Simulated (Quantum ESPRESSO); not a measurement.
Crystal: GaP.

```
Ga P
1.0
     0.00000    2.72525    2.72525
     2.72525    0.00000    2.72525
     2.72525    2.72525    0.00000
Ga P
1 1
Direct
  0.00000 0.00000 0.00000
  0.75000 0.75000 0.75000
```

Base run:

| Property | Result |
| --- | --- |
| Program | Quantum ESPRESSO 7.5 |
| Functional | WC |
| Potentials or basis | PseudoDojo 0.4.1 SR PBE standard |
| Cutoff | 1088 eV |
| Density cutoff | 4354 eV |
| k mesh | 6 × 6 × 6, shifted |
| Occupations | fermi-dirac, width 0.05 eV |
| Spin | no spin polarisation |

Its results: pressure -0.1 GPa; electronic dielectric tensor (diagonal) 10.97.

**Question.** After a change of settings the same cell gave: pressure 6.1 GPa; electronic dielectric tensor (diagonal) 10.49. Which change was it?
A. functional from WC to BLYP
B. functional from WC to PBEsol; potentials or basis from PseudoDojo 0.4.1 SR PBE standard to PseudoDojo 0.4.1 SR PBEsol standard
C. functional from WC to AM05
D. functional from WC to LDA; potentials or basis from PseudoDojo 0.4.1 SR PBE standard to PseudoDojo 0.4.1 SR LDA standard

**Answer.** A.

BLYP binds less tightly than WC, so the same cell stands under more pressure.

Caveats: the potentials were made for another functional, which shifts forces and pressure; the cell is more than 3 GPa from zero pressure, which shifts response properties (some runs).

Runs at the PBE level aren't shown here.
